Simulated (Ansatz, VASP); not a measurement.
Two plane-wave programs on Te

File POSCAR:

```
Te
1.0
    4.5566587496      0.0000000000      0.0000000000
   -2.2783293748      3.8722227785      0.0000000000
    0.0000000000      0.0000000000      5.9487470213
Te
3
Direct
    0.2584642470      0.0000000000      0.3333333333
    0.0023137017      0.2630916504      0.6661371563
    0.7392220513      0.7369083496      0.0005295103
```

INCAR.step1

```
PREC = Accurate ; ENCUT = 520
ISMEAR = 0 ; SIGMA = 0.01
LREAL = F ; LASPH = T
NELM = 60 ; NBANDS = 16
GGA = PE ; ALGO = Normal
EDIFF = 1E-4 ; LWAVE = T
LCHARG = F
```

Contents of INCAR.step2:

```
PREC = Accurate ; ENCUT = 520
EDIFF = 1E-7 ; ISMEAR = 0
SIGMA = 0.01 ; LREAL = F
LASPH = T ; NELM = 60
ALGO = Normal ; ISIF = 2
LWAVE = F ; LCHARG = T
METAGGA = R2SCAN ; LMIXTAU = T
LELF = T ; LVHAR = T
NBANDS = 16 ; ISTART = 1
```

The input KPOINTS:

```
regular mesh
0
Gamma
  6 6 4
```

Input for Ansatz:

```yaml
crystal:
  lattice:
    - [4.5566587496, 0.0, 0.0]
    - [-2.2783293748, 3.8722227785, 0.0]
    - [0.0, 0.0, 5.9487470213]
  atoms:
    - { symbol: Te, position: [0.258464247, 0.0, 0.3333333333] }
    - { symbol: Te, position: [0.0023137017, 0.2630916504, 0.6661371563] }
    - { symbol: Te, position: [0.7392220513, 0.7369083496, 0.0005295103] }
kpoints:
  mp_grid: { grid: [6, 6, 4] }
  band_path:
    path:
      - [0.0, 0.0, 0.0]
      - [0.5, 0.0, 0.0]
      - [0.3333333333, 0.3333333333, 0.0]
      - [0.0, 0.0, 0.5]
      - [0.5, 0.0, 0.5]
      - [0.3333333333, 0.3333333333, 0.5]
      - [0.333333, 0.332031, 0.46875]
      - [0.335937, 0.332031, -0.5]
    npoints: 1
hamiltonian:
  xc: r2scan
scf:
  occupations: { method: fixed }
  n_extra_bands: 4
output:
  forces: true
  stress: true
  eigenvalues: true
```

Change from the starting cell: uniaxial_x strain +1.9%.

Alike in both runs: task single point; functional r2SCAN; k mesh 6 × 6 × 4; no spin polarisation.

|  | VASP | Ansatz |
| --- | --- | --- |
| version | VASP 6.6.1 | Ansatz 0.2.0 |
| potentials or method | VASP PAW PBE potentials, release 64 (Te) | plane waves, PAW |
| plane-wave cutoff (eV) | 520 | 500 |
| occupations | gaussian, width 0.01 eV | fixed |
| valence electrons in the cell | 18 | 48 |

VASP gave:

```
gap on the k mesh at the Fermi level (eV)       : 0.36
pressure (GPa)                                  : 0.5
largest component of the traceless stress (GPa) : 0.26
rms of the force components (eV/Å)              : 0.002
```

Task: What did Ansatz give for the same quantities?

Result: gap on the k mesh at the Fermi level (eV): 0.39; pressure (GPa): 0.5; largest component of the traceless stress (GPa): 0.28; rms of the force components (eV/Å): 0.015.

Atom by atom the forces differ by 0.017 eV/Å (rms over components). The two sets of potentials don't hold the same shells in valence.

Caveats: the PAW data sets were made with another functional, which shifts forces and pressure a little (VASP); spin-orbit coupling is left out, which moves the levels of the heavy elements.
